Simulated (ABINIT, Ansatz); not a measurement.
# BP (F-43m): phonons by linear response, part 4 of 4

Wanted: phonon bands, density of states and zone-centre response of BP (F-43m).

ABINIT 10.8.3; DFT LDA, scalar-relativistic, plane waves, PseudoDojo norm-conserving pseudopotentials.

So far, highest frequency (cm⁻¹): step 7 (interpolated phonon bands) 829.

### Step 10. The same in Ansatz

The same cell, potentials and cutoff go through another code, on another k mesh. Its k mesh is centred on Γ.

This step: DFT LDA, scalar-relativistic, plane waves, PseudoDojo norm-conserving pseudopotentials (Ansatz 0.2.0).

input.yaml

```yaml
crystal:
  lattice:
    - [-2.2436141474, 0.0, 2.2436141474]
    - [0.0, 2.2436141474, 2.2436141474]
    - [-2.2436141474, 2.2436141474, 0.0]
  atoms:
    - { symbol: B, position: [0.0, 0.0, 0.0] }
    - { symbol: P, position: [0.25, 0.25, 0.25] }
kpoints:
  mp_grid: { grid: [12, 12, 12] }
hamiltonian:
  xc: lda
  pseudopotentials: { kind: nc, accuracy: standard }
scf:
  occupations: { method: fixed }
output:
  eigenvalues: true
basis:
  ecutwfc: 925.187
phonons:
  method: dfpt
  dielectric: true
  rigid_motions: translations
  qmesh: [4, 4, 4]
  temperatures: { t_max: 1000, t_step: 50 }
  qpath:
    path:
      - [[0.0, 0.0, 0.0], [0.0, 0.5, 0.5], [0.0, 0.625, 0.375]]
      - [[-0.375, 0.375, 0.0], [0.0, 0.0, 0.0], [0.0, 0.5, 0.0], [-0.25, 0.5, 0.25], [0.0, 0.5, 0.5]]
    npoints: 10
```

The run is started by

```sh
$ ansatz run input.yaml --threads 4 --pin off --max-ram 8192MiB --backend cpu --events-out ev --progress --plain --runs-dir out
```

The log of the run:

```text
Warning: basis.ecutwfc = 925.187 eV is below the records' recommended 1034.032677 eV, and the density's cutoff is lower with it unless basis.ecutrho_ratio is high enough to keep the records' density cutoff: compare with a run at a higher cutoff
Warning: phonons: the dynamical matrix that this run interpolates holds no multipole term above the dipole-dipole one, and a site of this crystal is no centre of inversion, so its interpolated transverse optical and acoustic branches and sound speeds can stay off near Gamma, and the density of states and the thermodynamics with them. What a run solves at a wave vector of phonons.qpoints, Gamma apart, where the deck admits one, is free of this, and under fd what a larger phonons.supercell samples
Engine: ansatz 0.2.0, aarch64-unknown-linux-gnu
Pseudopotentials: kind: nc
Pseudopotential: B, nc, valence charge 3, recommended cutoff 1034.032677 eV (normal), B.nc.azcp (PseudoDojo's, or run here from an input of PseudoDojo's; its table is named by hamiltonian.pseudopotentials.accuracy)
Pseudopotential: P, nc, valence charge 5, recommended cutoff 653.07327 eV (normal), P.nc.azcp (PseudoDojo's, or run here from an input of PseudoDojo's; its table is named by hamiltonian.pseudopotentials.accuracy)
Functional definition: SPW92
  exchange = slater_x
  correlation = pw_c
Crystal: 2 atoms, lattice volume = 22.588 Å³
Basis set: ecut = 925.187 eV, 1459 PW (Γ), exchange–correlation on 64×64×64 points (8 copies of the dense FFT grid, shifted against one another)
Bands: 8, of which v1, the nominal top of the filled ones, is band 4 counted from 1 (3 counted from 0)
Symmetry: 24 space group operations
k-points: 280 of 1728 (irreducible under 4 space group operations, time reversal used)
Non-local potential: B, projectors of the file, l = 0: 2, l = 1: 2
Non-local potential: P, projectors of the file, l = 0: 2, l = 1: 2, l = 2: 2
Initial density: superposition of atomic densities (chi_scale 0.1, normalization cell, long waves kept (reshape's long-wave potential 0.00 eV rms))
Initial wavefunctions: pseudopotential atomic-orbital guess
Functional: x = slater, c = lda
SCF iter   1: F=—  HF=-271.532669 eV  |F-HF|=—  |Δ(HF+E_count)|=         —  Δρ=1.00e-1  dr2=2.55e0  ethr=3.10e-3  ⟨swp⟩=4.2  Hψ=16176  notcnv=0  defer=491
preconditioner: auto → none  [insulator: Δε(μ)=2.044 eV  Ē_g=13.158 eV  n_scr=0 (ndim 8)  ℏωp=22.1 eV  f_vac=0.000  ε∞_Penn≈3.8]
SCF iter   2: F=—  HF=-270.693132 eV  |F-HF|=—  |Δ(HF+E_count)|=   8.40e-1  Δρ=3.09e-2  dr2=1.60e-1  ethr=3.10e-3  ⟨swp⟩=3.1  Hψ=6717  notcnv=0  defer=502
SCF iter   3: F=—  HF=-270.647059 eV  |F-HF|=—  |Δ(HF+E_count)|=   4.61e-2  Δρ=1.19e-2  dr2=1.91e-2  ethr=2.01e-3  ⟨swp⟩=3.0  Hψ=3927  notcnv=0  defer=535
SCF iter   4: F=—  HF=-270.642279 eV  |F-HF|=—  |Δ(HF+E_count)|=   4.78e-3  Δρ=1.54e-3  dr2=2.36e-4  ethr=2.39e-4  ⟨swp⟩=3.0  Hψ=3724  notcnv=0  defer=541
SCF iter   5: F=—  HF=-270.642257 eV  |F-HF|=—  |Δ(HF+E_count)|=   2.18e-5  Δρ=7.45e-5  dr2=7.17e-7  ethr=2.95e-6  ⟨swp⟩=1.7  Hψ=2571  notcnv=0  defer=541
SCF iter   6: F=—  HF=-270.642257 eV  |F-HF|=—  |Δ(HF+E_count)|=   5.81e-8  Δρ=1.01e-5  dr2=1.01e-8  ethr=8.96e-9  ⟨swp⟩=2.7  Hψ=3284  notcnv=0  defer=185
SCF iter   7: F=—  HF=-270.642257 eV  |F-HF|=—  |Δ(HF+E_count)|=  9.96e-10  Δρ=9.30e-7  dr2=2.47e-10  ethr=1.26e-10  ⟨swp⟩=2.5  Hψ=3373  notcnv=0  defer=183
SCF iter   8: F=-270.642257 eV  HF=-270.642257 eV  |F-HF|=1.53e-12  |Δ(HF+E_count)|=  1.02e-10  Δρ=1.00e-7  dr2=2.40e-12  ethr=1.25e-12  ⟨swp⟩=8.6  Hψ=16481  notcnv=0
SCF 1 converged in 8 iterations: F = -270.642257 eV  dr2 = 2.40e-12
NSCF: frozen V_eff on 2 k-points
DFPT response loops at Γ: preconditioner auto → none (the input reference at scf.mixing.eps_inf says where Resta's filter doesn't serve); β = 0.50; Broyden in place of MSR1
── the response to a field inside a basis, on 12×12×12 k-points: an SCF that follows is theirs, and a resumed run solves both again ──
Bands: 5, of which v1, the nominal top of the filled ones, is band 4 counted from 1 (3 counted from 0)
k-points: 182 of 1728 (irreducible under 6 space group operations, time reversal used)
Initial density: handed on by an earlier stage of this run
Initial wavefunctions: pseudopotential atomic-orbital guess (no wavefunctions were taken with the density)
Eigensolver: Dense (182 Hₖ)
SCF iter   1: F=—  HF=-270.642553 eV  |F-HF|=—  |Δ(HF+E_count)|=         —  Δρ=1.50e-4  dr2=7.76e-7  ethr=1.00e-1
preconditioner: auto → none  [insulator: Δε(μ)=1.327 eV  Ē_g=9.972 eV  n_scr=0 (ndim 8)  ℏωp=22.1 eV  f_vac=0.000  ε∞_Penn≈5.9]
SCF iter   2: F=—  HF=-270.642554 eV  |F-HF|=—  |Δ(HF+E_count)|=   4.72e-7  Δρ=7.55e-5  dr2=1.84e-7  ethr=9.70e-9
SCF iter   3: F=-270.642554 eV  HF=-270.642554 eV  |F-HF|=9.42e-9  |Δ(HF+E_count)|=   1.72e-7  Δρ=7.46e-6  dr2=1.34e-8  ethr=2.30e-9
SCF 1 converged in 3 iterations: F = -270.642554 eV  dr2 = 1.34e-8
DFPT response loops at Γ: mixed as the last ones told, above
NSCF: frozen V_eff on 72 k-points
NSCF: frozen V_eff on 1872 k-points
DFPT response loops at q = (0, 0, 0.25) (fractional): mixed as the last ones told, above
NSCF: frozen V_eff on 952 k-points
DFPT response loops at q = (0, 0, -0.5) (fractional): preconditioner auto → Resta (q_TF=auto, 2.295 Å⁻¹)  ε∞=7.2 (no band partly filled); β = 1.00, the filter's whole step (`scf.mixing.beta` (0.50) is not read by the response loops at its default; to damp them type it under 1.00, their step now; it binds the ground state too); Broyden in place of MSR1
NSCF: frozen V_eff on 1020 k-points
DFPT response loops at q = (0, 0.25, 0.25) (fractional): preconditioner auto → none (the input reference at scf.mixing.eps_inf says where Resta's filter doesn't serve); β = 0.50; Broyden in place of MSR1
NSCF: frozen V_eff on 3456 k-points
DFPT response loops at q = (0, 0.25, -0.5) (fractional): mixed as the last ones told, above
NSCF: frozen V_eff on 1872 k-points
DFPT response loops at q = (0, 0.25, -0.25) (fractional): mixed as the last ones told, above
NSCF: frozen V_eff on 560 k-points
DFPT response loops at q = (0, -0.5, -0.5) (fractional): preconditioner auto → Resta (q_TF=auto, 2.295 Å⁻¹)  ε∞=7.2 (no band partly filled); β = 1.00, the filter's whole step (`scf.mixing.beta` (0.50) is not read by the response loops at its default; to damp them type it under 1.00, their step now; it binds the ground state too); Broyden in place of MSR1
NSCF: frozen V_eff on 1020 k-points
DFPT response loops at q = (0.25, -0.5, -0.25) (fractional): preconditioner auto → none (the input reference at scf.mixing.eps_inf says where Resta's filter doesn't serve); β = 0.50; Broyden in place of MSR1
SCF converged after 8 iterations
Free energy (F): -270.642257 eV
Harris-Foulkes:  -270.642257 eV  (|F-HF|=1.53e-12)
Internal energy: -270.642257 eV  (E = F + TS)
E sigma→0 (E₀):  -270.642257 eV
Fermi energy:    9.482602 eV
--- Per-component energies (eV) ---
  E_band       = 23.125026
  E_kinetic    = 128.737581
  E_local      = -65.606453  (includes V_loc(G=0)·N_el)
  E_nonlocal   = 29.237992
  E_hartree    = 16.684697
  E_xc         = -90.974302
  E_vxc        = -102.613478  (∫ρ·V_xc dr)
  E_ewald      = -288.721773
  E_smearing   = -0.000000  (= −TS)
  E_closure    = 0.000000  (closes the sum)
  Σ components = -270.642257   (vs F -270.642257, Δ=0.00e0)
--- Band table (eV; the first three rows and the last of 280) ---
  k-point 0: bands = ["-6.2157", "9.4826", "9.4826", "9.4826", "12.9245", "12.9245", "12.9245", "17.3410"]
  k-point 1: bands = ["-6.0872", "8.5142", "9.2642", "9.2642", "13.2262", "13.2262", "13.2880", "17.6796"]
  k-point 2: bands = ["-5.7045", "6.6108", "8.8041", "8.8041", "13.5977", "13.8434", "13.8434", "18.4936"]
  k-point 279: bands = ["-1.2126", "0.8244", "5.2586", "5.2586", "10.7412", "11.0198", "21.7350", "21.7350"]
--- Phonons (Γ-DFPT): 2 representative perturbations + reference, on 280 of 1728 k-points (Σ response iterations 6) ---
  k mesh reduced under 4 symmetry operations, with k and −k counted as one. Each operation leaves every solved perturbation unchanged. A smaller set is not considered because the run solves the response to a homogeneous field
  ASR residual: 5.950e-5 → 0.000e0 eV/Å²; symmetrization residual: 1.068e-6 eV/Å²
  ASR residual per site (eV/Å²): 5.95e-5 2.89e-5
  Γ frequencies (cm⁻¹): 0.00 0.00 0.00 821.16 821.16 821.16
  ε∞ (high-frequency dielectric tensor):
        9.137917     0.000000     0.000000
        0.000000     9.137917     0.000000
        0.000000     0.000000     9.137917
  ε⁰ (static dielectric tensor: ions relaxed, cell fixed):
        9.304393    -0.000000     0.000000
       -0.000000     9.304393     0.000000
        0.000000     0.000000     9.304393
  ε⁰ − ε∞ (ionic part):
        0.166475    -0.000000    -0.000000
       -0.000000     0.166475     0.000000
       -0.000000     0.000000     0.166475
  softest optical mode at Γ: 821.16 cm⁻¹; the repairs (sum rule, projections) moved no ω² at Γ by more than (1.29 cm⁻¹)²
  Born effective charges Z* (e; rows j = field, columns β = displacement):
    site 0:
        -0.64259    0.00000    0.00000
         0.00000   -0.64259   -0.00000
        -0.00000    0.00000   -0.64259
    site 1:
         0.64259   -0.00000   -0.00000
        -0.00000    0.64259    0.00000
         0.00000   -0.00000    0.64259
  Z* charge neutrality: 2.768e-4 e pre-enforcement
  solved inside a basis spanned on kpoints, on 12×12×12 k-points, its susceptibility summed on 16×16×16: ε∞ is read to err by 2.8e-2, Z* by 5.5e-3 e (field_mesh: kpoints solves on kpoints); Z* is corrected for what the basis lacks
  optical modes at Γ without the LO–TO term, one row a degenerate level:
      ω (cm⁻¹)  modes    IR ((D/Å)²/amu)
        821.16      3             3.5665
  optical modes at Γ + LO–TO along q̂ = [1.0000, 0.0000, 0.0000]:
      ω (cm⁻¹)  modes    IR ((D/Å)²/amu)
        821.16      2             2.3777
        828.61      1             1.1888
  optical modes at Γ + LO–TO along q̂ = [0.0000, 1.0000, 0.0000]:
      ω (cm⁻¹)  modes    IR ((D/Å)²/amu)
        821.16      2             2.3777
        828.61      1             1.1888
  optical modes at Γ + LO–TO along q̂ = [0.0000, 0.0000, 1.0000]:
      ω (cm⁻¹)  modes    IR ((D/Å)²/amu)
        821.16      2             2.3777
        828.61      1             1.1888
--- Phonons (arbitrary-q DFPT): 8 irreducible q on the 4×4×4 mesh ---
  q = [0.0000, 0.0000, 0.0000] (star 1, of the zone-centre solve; hermiticity 1.07e-7, symmetrization 8.94e-16): -0.00 0.00 0.00 821.16 821.16 821.16
  q = [0.0000, 0.0000, 0.2500] (star 8, 2 solved perturbations on 936 of 1728 k-point pairs; hermiticity 7.44e-8, symmetrization 4.72e-11): 178.99 178.99 352.19 794.93 794.93 810.49
  q = [0.0000, 0.0000, -0.5000] (star 4, 2 solved perturbations on 476 of 1728 k-point pairs; hermiticity 1.65e-7, symmetrization 8.41e-8): 223.78 223.78 517.96 775.74 782.68 782.68
  q = [0.0000, 0.2500, 0.2500] (star 6, 4 solved perturbations in 1608 linear systems a pass and spin channel, the states on 510 of 1728 k-point pairs; hermiticity 4.84e-8, symmetrization 6.53e-11): 241.15 241.15 368.08 765.82 765.82 823.50
  q = [0.0000, 0.2500, -0.5000] (star 24, 4 solved perturbations in 5328 linear systems a pass and spin channel, the states on 1728 of 1728 k-point pairs; hermiticity 4.01e-8, symmetrization 3.35e-10): 284.74 367.74 465.27 718.27 746.92 805.51
  q = [0.0000, 0.2500, -0.2500] (star 12, 4 solved perturbations in 2892 linear systems a pass and spin channel, the states on 936 of 1728 k-point pairs; hermiticity 5.87e-8, symmetrization 2.44e-8): 262.99 358.07 418.78 730.09 758.51 807.51
  q = [0.0000, -0.5000, -0.5000] (star 3, 4 solved perturbations in 886 linear systems a pass and spin channel, the states on 280 of 1728 k-point pairs; hermiticity 4.16e-8, symmetrization 1.46e-10): 312.95 312.95 536.75 729.66 729.66 804.10
  q = [0.2500, -0.5000, -0.2500] (star 6, 4 solved perturbations in 1544 linear systems a pass and spin channel, the states on 510 of 1728 k-point pairs; hermiticity 3.80e-8, symmetrization 9.55e-9): 370.54 417.62 444.30 683.68 729.68 802.02
  sum rule: each row above includes the acoustic sum rule's correction from the zone centre's row sums; it moved no ω² by more than (1.22 cm⁻¹)²
  mesh force constants: q→R imaginary residual 1.36e-18; ASR residual 5.950e-5 → 0.000e0 eV/Å²; symmetrization residual 6.217e-15 eV/Å²
  interpolated dispersion: 63 rows × 6 modes
  density of states and harmonic sums: on the 24×24×24 q-mesh, interpolated from the force constants of a 4×4×4 supercell (with the dipole–dipole term)
  largest difference from the sums on the solved wave vectors: F 7.50e-3 eV, S 1.15e-5 and C_V 4.02e-6 eV/K
  zero-point energy: 0.205762 eV/cell   skipped modes (ω ≤ 0): 3   left out of the sums: 3.62e-5 of the cell's modes: C_V's classical limit lies that fraction below 3 k_B per atom; for a crystal, a wire or a layer, F and S can be off by more, and a phonons.interpolated_qmesh denser along its periods is the remedy for the sampling
```

The job ended after 1.9 min (4 threads of Arm Neoverse V2, shared host; peak memory 2.1 GiB; 7.6 min of CPU time).

Numbers from this step:

| Item | Value |
| --- | --- |
| sum-rule residual before enforcement | 5.95e-5 eV/Å² |
| miss of the charge sum rule | 2.77e-4 e |
| estimated error of the dielectric tensor | 0.02813 |
| estimated error of the Born charges | 0.005547 e |
| mean frequency | 553.2 cm⁻¹ |
| Debye temperature (second moment) | 1110 K |
| logarithmic mean frequency | 498.2 cm⁻¹ |
| highest optical zone-centre mode (no LO-TO term) | 821.2 cm⁻¹ |
| lowest optical zone-centre mode | 821.2 cm⁻¹ |
| mean high-frequency dielectric constant | 9.138 |
| largest Born charge in size (third of the trace) | 0.6426 e |
| mean static dielectric constant | 9.304 |
| lowest mode on the q mesh (acoustic ones at the zone centre apart) | 179.0 cm⁻¹ |
| vibrational entropy at 300 K | 9.864 J/(mol atoms K) |

Transverse modes. Lines of the infrared spectrum (strongest = 100):

```
position (cm⁻¹)  label  IR intensity ((D/Å)²/amu), degenerate modes summed, relative
            821     T2                                                           100
```

### Step 11. The two compared: ABINIT PseudoDojo and Ansatz, PseudoDojo

Numbers from this step:

```yaml
root_mean_square_difference: 0.03 cm⁻¹
largest_difference: 0.08 cm⁻¹
root_mean_square_difference_on_the_path: 0.1 cm⁻¹
largest_difference_on_the_path: 0.1 cm⁻¹
```

The two runs side by side. Further quantities:

```
                                                                               quantity  ABINIT PseudoDojo  Ansatz, PseudoDojo
                                                                                mean ε∞              9.136               9.138
largest Born charge in size (e; the first before, the second after the charge sum rule)              0.643               0.643
```

The interpolated bands of the two lie on top of each other.

At the solved wavevectors the largest difference (acoustic modes at Γ apart) is 0.010 % of the highest mode.

### Step 12. Outcome

```yaml
space_group_after_relaxation: F-43m
volume_per_atom: 11.3 Å³
highest_optical_zone_centre_mode_no_lo_to_term: 821.1 cm⁻¹
highest_mode_moved_by_the_lo_to_term: 828.6 cm⁻¹
mean_high_frequency_dielectric_constant: 9.14
largest_born_charge_in_size_third_of_the_trace: 0.643 e
mean_static_dielectric_constant: 9.30
q_mesh: 4×4×4
lowest_mode_on_the_q_mesh_acoustic_ones_at_the_zone_centre_apart: 179 cm⁻¹
zero_point_energy_per_atom: 102.9 meV
heat_capacity_at_300_k: 14.5 J/(mol atoms K)
vibrational_entropy_at_300_k: 9.84 J/(mol atoms K)
imaginary_modes_on_the_q_mesh: none
largest_difference_from_ansatz_pseudodojo: 0.08 cm⁻¹
```

In words: BP (F-43m) is dynamically stable on the 4×4×4 mesh; its spectrum reaches 829 cm⁻¹. At the LDA level the optical modes of BP (F-43m) at the zone centre (no LO-TO term) lie at 821 cm⁻¹. Along the directions run, the highest mode that the macroscopic field moves lies at 829 cm⁻¹. Lattice motion raises the mean dielectric constant from 9.136 to 9.302. The Lyddane-Sachs-Teller relation holds: (ωLO/ωTO)² is 1.02 and ε₀/ε∞ is 1.02. ABINIT PseudoDojo and Ansatz, PseudoDojo agree to 0.08 cm⁻¹ (0.010 % of the highest mode compared) on all solved modes but the acoustic ones at Γ, without the LO-TO term. These are harmonic frequencies at zero temperature: anharmonic shifts and linewidths and thermal expansion are left out. Ansatz warns that the cutoff lies 11 % under the one recommended for these files; agreement at one cutoff is not convergence. Electron-phonon shifts of the levels were run after this but are left out: their k mesh was shifted and missed the band edges.

Comparison with the measured values:

| quantity | measured | LDA PseudoDojo norm-conserving, ABINIT | LDA PseudoDojo norm-conserving |
| --- | --- | --- | --- |
| lattice constant a (Å) | 4.5383 | 4.487 (-1.1 %) | - |
| Raman mode, TO at Gamma (T2), ambient … (cm⁻¹) | 794 | 821 (+3.4 %) | 821 (+3.4 %) |

Measured values from arxiv:1906.04101 (2019) and arxiv:1505.05714 (2015).

Verdict: The lattice constant a is off by -1.1 %: fair agreement. The Raman mode is off by +3.4 % at LDA PseudoDojo norm-conserving, ABINIT: fair agreement. The grades are ours: good and fair within 0.7 and 1.5 % for the lattice constant a and 3 and 7 % for the Raman mode. Zero-point motion and thermal expansion (measured at up to 300 K) are not in the computed lattice constants and Raman mode.

[Host names and launcher messages were left out of these logs when they were recorded.]

[Logs are printed without paths, hosts, clocks, repeated set-up lines and the standing remarks that a program may print on its own settings, such as how far it seeks lower states.]

[Hosts, paths, dates, database ids (printed as entryN), source tags and the programs' standing remarks are cut or masked in the printed files.]
